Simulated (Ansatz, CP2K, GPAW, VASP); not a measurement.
## Tl: programs and potentials compared

```
Tl
1.0
     3.45600    0.00000    0.00000
    -1.72800    2.99298    0.00000
     0.00000    0.00000    5.52500
Tl
2
Cartesian
  1.7280 0.9977 4.1438
  0.0000 1.9953 1.3813
```

Alike in all runs: task single point; functional PBEsol; k mesh 9 × 9 × 5; occupations gaussian, width 0.02 eV; no spin polarisation; no spin-orbit coupling. Pressure is positive in compression and, in plane waves, holds the error of the finite cutoff, which Ansatz's Pulay term estimates and takes out.

```tsv
program and potentials	plane-wave cutoff (eV)	notes	pressure (GPa)
Ansatz, Ansatz PAW	420	potentials made for PBE, which Ansatz adapts in part; 13 valence electrons an atom on average; Pulay term of +0.04 GPa included	0.24
Ansatz, all-electron LAPW, scalar-relativistic	-	-	0.25
VASP, PBE PAW files Tl_d, 520 eV	520	potentials made for PBE; 13 valence electrons an atom on average	0.17
VASP, PBE PAW files Tl_d_GW, 550 eV	550	potentials made for PBE; 15 valence electrons an atom on average	0.11
CP2K, POTENTIAL_UZH Tl GTH-PBE-q13; TZVP-MOLOPT-PBE-GTH basis	-	atomic basis; potentials made for PBE; 13 valence electrons an atom on average	0.49
GPAW, PAW data sets generated for this functional	600	13 valence electrons an atom on average	-0.09
```

The pressure spans -0.09 (GPAW, PAW data sets generated for this functional) to 0.49 GPa (CP2K, POTENTIAL_UZH Tl GTH-PBE-q13; TZVP-MOLOPT-PBE-GTH basis), with all-electron results at 0.25. Rows in atomic bases carry the error of their basis and grid, which can be large.

Differences between rows come from potentials, basis sets and numerical settings, since the functional is the same but for its coding. Runs on potential files found faulty are left out.
